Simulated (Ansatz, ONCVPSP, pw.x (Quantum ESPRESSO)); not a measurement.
## B (Z = 5): does the ONCV potential hold in the solid?

* Element: boron
* Generator: ONCVPSP 4.0.1.1 (patched build)
* Type: optimised norm-conserving Vanderbilt (ONCV)
* Functional: PBE
* Relativity: scalar-relativistic
* Frozen core: [He]
* Valence charge: 3
* Reference configuration: 2s2 2p1
* Partial waves: 2s: rc 1.55 bohr, ncon 5, nbas 8, qcut 2.8 1/bohr, 2 projectors, debl 2.3 Ha; 2p: rc 3.10 bohr, ncon 5, nbas 8, qcut 5.6 1/bohr, 1 projector; d scattering state at 0.36 Ha: rc 3.10 bohr, ncon 4, nbas 8, qcut 2.8 1/bohr, 3 projectors, debl 2.8 Ha
* Local potential: polynomial inside 1.00 bohr (lpopt 5, dvloc0 3 Ha)
* Core correction: none

Atomic tests: cutoffs needed: 47 Ha and 63 Ha (the cutoffs (Ha) at which the residual kinetic energy of the hardest occupied pseudo-wave falls to 1 and 0.1 mHa per electron); ghost test: no bound ghost flagged; no localised positive-energy state flagged; largest excitation error: +202 meV (all-electron minus pseudo) for 2s1 2p0, out of 4 test configurations.

Crystal test: fcc B in pw.x 7.5, no spin, 18³ k-points, Fermi–Dirac smearing 0.01 Ry, cutoffs 145/580 Ry. The lattice is a test structure that the element need not adopt, and mesh and smearing are coarse.

pw.x input:

```
&control
  calculation='scf', prefix='x', pseudo_dir='./', outdir='./tmp', tstress=.true., disk_io='none'
/
&system
  ibrav=0, nat=1, ntyp=1, ecutwfc=145, ecutrho=580, nbnd=8,
  occupations='smearing', smearing='fd', degauss=0.01
/
&electrons
  conv_thr=1e-09, mixing_beta=0.4, electron_maxstep=70
/
ATOMIC_SPECIES
B 1.0 B.UPF
CELL_PARAMETERS angstrom
  0.00000000 1.43403007 1.43403007
  1.43403007 0.00000000 1.43403007
  1.43403007 1.43403007 0.00000000
ATOMIC_POSITIONS crystal
B 0.0000 0.0000 0.0000
K_POINTS automatic
18 18 18 0 0 0
```

```bash
pw.x < B.scf.in > B.scf.out
```

Question: How does the run end?

Answer: It converges; the pressure is -36.90 GPa against -0.40 GPa from all-electron LAPW. The largest radius (3.10 bohr) exceeds half the bond length (1.92 bohr), so the spheres overlap, which is one possible source of error among others. This is a poor potential for the solid. The log shows:

```
Message from routine setup:
     using ibrav=0 with symmetry is DISCOURAGED, use correct ibrav instead
     lattice parameter (alat)  =       3.8324  a.u.
     unit-cell volume          =      39.8017 (a.u.)^3
     number of electrons       =         3.00
     number of Kohn-Sham states=            8
     kinetic-energy cutoff     =     145.0000  Ry
     charge density cutoff     =     580.0000  Ry
     scf convergence threshold =      1.0E-09
     Exchange-correlation= PBE
     number of k points=   195  Fermi-Dirac smearing, width (Ry)=  0.0100
     iteration #  1     ecut=   145.00 Ry     beta= 0.40
     total energy              =      -5.58357144 Ry
     estimated scf accuracy    <       0.00227666 Ry
     iteration #  2     ecut=   145.00 Ry     beta= 0.40
     total energy              =      -5.58402663 Ry
     estimated scf accuracy    <       0.00080855 Ry
     iteration #  3     ecut=   145.00 Ry     beta= 0.40
     total energy              =      -5.58405639 Ry
     estimated scf accuracy    <       0.00000068 Ry
     iteration #  4     ecut=   145.00 Ry     beta= 0.40
     total energy              =      -5.58405694 Ry
     estimated scf accuracy    <       0.00000011 Ry
     iteration #  5     ecut=   145.00 Ry     beta= 0.40
     the Fermi energy is    14.1955 ev
!    total energy              =      -5.58405694 Ry
     estimated scf accuracy    <          2.3E-10 Ry
     smearing contrib. (-TS)   =      -0.00097791 Ry
     The total energy is F=E-TS. E is the sum of the following terms:
     one-electron contribution =       4.21035798 Ry
     hartree contribution      =       0.01460482 Ry
     xc contribution           =      -2.19458896 Ry
     ewald contribution        =      -7.61345288 Ry
     convergence has been achieved in   5 iterations
          total   stress  (Ry/bohr**3)                   (kbar)     P=     -369.02
     Message from routine punch:
     Nothing written, as per user request (disk_io='none')
```
